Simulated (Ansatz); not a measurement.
SiGe (P6_3mc)

These are results of Ansatz, DFT PBEsol, scalar-relativistic, plane waves, PAW, not measurements.

Cutoff 420 eV; k points 12×12×6 on the computed 4-atom cell (Γ-centred); Gaussian smearing, width 0.02 eV; no spin polarisation.

The structure is relaxed at this level of theory with its symmetry kept. Whether it is the stable form of this composition wasn't checked.

```cif
data_structure
_symmetry_space_group_name_H-M 'P 1'
_symmetry_Int_Tables_number 1
_cell_length_a 3.9006
_cell_length_b 3.9006
_cell_length_c 6.4434
_cell_angle_alpha 90.000
_cell_angle_beta 90.000
_cell_angle_gamma 120.000
_cell_volume 84.90
loop_
_atom_site_label
_atom_site_type_symbol
_atom_site_fract_x
_atom_site_fract_y
_atom_site_fract_z
_atom_site_occupancy
Si1 Si 0.66667 0.33333 0.87455 1
Si2 Si 0.33333 0.66667 0.37455 1
Ge1 Ge 0.66667 0.33333 0.50045 1
Ge2 Ge 0.33333 0.66667 0.00045 1
```

```
Space group                                                                                                                                 : P6_3mc (No. 186)
Volume per atom                                                                                                                             : 21.22 Å³
Formation energy from the elements' standard states (uncorrected)                                                                           : +0.026 eV/atom
Kohn–Sham band gap                                                                                                                          : 0.35 eV, indirect from Γ to M
Löwdin character of the top 1 eV of the valence band                                                                                        : Ge 4p 51 %, Si 3p 46 %
Löwdin character of the lowest 1 eV of the conduction band                                                                                  : Si 3p 32 %, Ge 4p 23 %, Si 3s 17 %, Ge 4s 17 %, unprojected 10 %
Electron masses at the edge by Cartesian direction of the standard setting (m_e; degenerate bands sorted by energy; no spin-orbit coupling) : x: 0.11; y: 1.2; z: 1.2
Hole masses at the edge by Cartesian direction of the standard setting (m_e; degenerate bands sorted by energy; no spin-orbit coupling)     : x: 0.53, 0.072; y: 0.53, 0.072; z: 0.52, 0.52
Bulk modulus                                                                                                                                : 81 GPa
Its pressure derivative                                                                                                                     : 4.5
Electronic dielectric constant xx, yy, zz of the standard setting (independent particles)                                                   : 14.9, 14.9, 16.0
Bader charges (e)                                                                                                                           : Si (2 in the cell) 0.31, Ge (2 in the cell) -0.31
```